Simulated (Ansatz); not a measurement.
The system is TePt.

```
Pt Te
1.0
     3.95488    0.00000    0.00000
    -1.97744    3.42502    0.00000
     0.00000    0.00000    3.85976
Pt Te
1 1
Direct
  0.00000 0.00000 0.00000
  0.66667 0.33333 0.50000
```

Measurements of this composition are mostly on another form, of space group No. 166.

Base run:

* Program: Ansatz 0.2.0
* Functional: LDA
* Potentials or basis: Ansatz PAW
* Cutoff: 420 eV (not typed: the program's choice for these potentials)
* k mesh: 6 × 6 × 5
* Occupations: gaussian, width 0.05 eV
* Spin: collinear spin, program default start
* Hubbard terms: Pt d U = 7 eV

Its results: pressure -15.9 GPa.

Task: The run is repeated on the same cell with these changes: functional from LDA to PBE; fixed moment from none to 0 μB. What comes out?

Result: Pressure -10.2 GPa.

Caveats: the magnetic or orbital state may not be the lowest; the U is typed as a test and isn't derived for this compound; the PAW data sets come from PBE, with cores solved anew for the run's functional, which leaves a small shift of forces and pressure (some runs); the total moment is fixed, so each spin has its own Fermi level (some runs); the thresholds are loose for stress (some runs).
